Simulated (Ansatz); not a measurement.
## PbS, space group Aem2: an optical spectrum, step by step

With the Ansatz DFT code, driven from Python.

The cells in order, each with its output:

```python
import warnings

import ansatz as az
import numpy as np
```

```python
warnings.simplefilter("ignore", az.DeckWarning)
```

```python
cell = (
    az.Lattice.of([11.298277, 0.0, 0.0], [0.0, 3.004375, 3.006181], [0.0, -3.004375, 3.006181])
    .atom("Pb", [0.624581, 0.256638, 0.756638])
    .atom("Pb", [0.375419, 0.756638, 0.256638])
    .atom("S", [0.613675, 0.764362, 0.264362])
    .atom("S", [0.386325, 0.264362, 0.764362])
)
```

```python
[site.symbol for site in cell.resolved().sites]
```

    ['Pb', 'Pb', 'S', 'S']

```python
calc = (
    cell.calculation()
    .occupations("fixed")
    .kpoints(mesh=(2, 4, 4))
    .pseudopotentials("paw")
    .functional(az.Functional.PBESOL)
    .basis(31 * az.Ry)
    .optics(energy_step=0.05, nscf_kmesh=(2, 5, 5), broadening_width=0.1)
)
outcome = calc.run()
spectra = outcome.optics()
energy, filling = np.asarray(spectra.photon_energy_ev), spectra.band_filling
gapped = filling.kind == "insulating"
eps1 = np.asarray(filling.eps1 if gapped else filling.eps1_interband)[:3].mean(axis=0)
eps2 = np.asarray(filling.eps2 if gapped else filling.eps2_interband)[:3].mean(axis=0)
print("filling:", filling.kind, "- valid up to", round(spectra.valid_up_to_ev, 2), "eV,", spectra.n_bands, "bands")
top = min(10, spectra.valid_up_to_ev)
# mean of xx, yy and zz; between bands only where the bands are partly filled
print("E (eV)    eps1      eps2")
for e in np.arange(0.5, top + 0.01, 0.5):
    print(f"{e:5.1f} {np.interp(e, energy, eps1):9.3f} {np.interp(e, energy, eps2):9.3f}")
if gapped:
    print("eps_inf, bands beyond those summed included:", np.round(filling.eps_inf[:3], 3))
print("f-sum electrons:", np.round(filling.get("f_sum_n_eff"), 3))
```

    filling: insulating - valid up to 2.6 eV, 24 bands
    E (eV)    eps1      eps2
      0.5     6.451     0.000
      1.0     7.092     0.000
      1.5     9.406     0.270
      2.0    11.064     3.011
      2.5     4.454    12.006
    eps_inf, bands beyond those summed included: [4.467 8.751 8.709]
    f-sum electrons: [ 9.639 11.513 11.515]

The cell holds layers, chains or clusters in vacuum, no bulk phase. Averages over directions belong to no single polarisation, least of all in layered crystals. Points of the mesh across the vacuum add cost only. Spin-orbit coupling, which matters for elements this heavy, is left out. This cell is a computed structure, which may not be the phase found in nature. Independent-particle spectra on Kohn-Sham bands hold no excitons, and semilocal gaps are too small. Finished in 97 s on 1 thread of Arm Neoverse V1, with other jobs on the host, peak memory 0.64 GiB.

(Lines on the test bed's own set-up are left out of the output.)
